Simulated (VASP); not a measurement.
Here is a VASP 6.6.1 calculation.

Contents of INCAR:

```
SYSTEM = Ni
  ALGO = Fast
  EDIFF = 1E-7
  EDIFFG = -0.002
  ENCUT = 520
  GGA = PE
  IBRION = 2
  ISIF = 3
  ISMEAR = 0
  ISPIN = 2
  LASPH = .TRUE.
  LCHARG = .FALSE.
  LMAXMIX = 4
  LORBIT = 11
  LREAL = .FALSE.
  LWAVE = .FALSE.
  MAGMOM = 0.8
  NELM = 120
  NSW = 80
  PREC = Accurate
  SIGMA = 0.1
```

Contents of KPOINTS:

```
k-points
0
G
  4 4 4
  0 0 0
```

The input POSCAR:

```
Ni
1.0
    0.0000000000      1.7619350000      1.7619350000
    1.7619350000      0.0000000000      1.7619350000
    1.7619350000      1.7619350000      0.0000000000
Ni
1
Direct
    0.0000000000      0.0000000000      0.0000000000
```

Potentials or basis: VASP PAW PBE potentials, release 64 (Ni).

Launch:

```sh
$ cat potpaw_PBE.64/Ni/POTCAR > POTCAR
$ mpirun -np 1 vasp_std > vasp.out
```

Predict the relaxed volume.

10.71 Å³/atom.

Estimate the band gap on the k mesh.

none (metal or under the smearing width).

Estimate the site moments.

Ni +0.61 μB.

Final structure:
```yaml
crystal:
  lattice:
    - [0.00000, 1.74975, 1.74975]
    - [1.74975, 0.00000, 1.74975]
    - [1.74975, 1.74975, 0.00000]
  atoms:
    - { symbol: Ni, position: [0.00000, 0.00000, 0.00000] }
```

Caveat: the k mesh is coarse (spacing up to 0.77 Å⁻¹), so the values aren't converged.
